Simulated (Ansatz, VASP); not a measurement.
# Pd in VASP and in Ansatz

```
Pd
1.0
    -1.52159    1.52159    1.52159
     1.52159   -1.52159    1.52159
     1.52159    1.52159   -1.52159
Pd
1
Direct
  0.00000 0.00000 0.00000
```

Alike in both runs: task single point; functional PBEsol; k mesh 16 × 16 × 16; occupations fermi-dirac, width 0.05 eV; collinear spin.

```csv
,VASP,Ansatz
version,VASP 6.6.1,Ansatz 0.2.0
potentials or method,"VASP PAW PBE potentials, release 64 (Pd)","plane waves (420 eV) with PAW, scalar-relativistic"
plane-wave cutoff (eV),520,420
valence electrons in the cell,10,18
```

|  | VASP | Ansatz | Ansatz less VASP |
| --- | --- | --- | --- |
| pressure (GPa) | 8.7 | 9.1 | +0.44 |
| net moment per atom (μB) | 0.00 | 0.00 | 0.000 |

The functional is the same, so the differences come from potentials, cutoffs and numerics. The two sets of potentials don't hold the same shells in valence. Ansatz warned: «pseudo_functional_mismatch».

Caveats: the PAW data sets were made with another functional, which shifts forces and pressure a little (VASP).
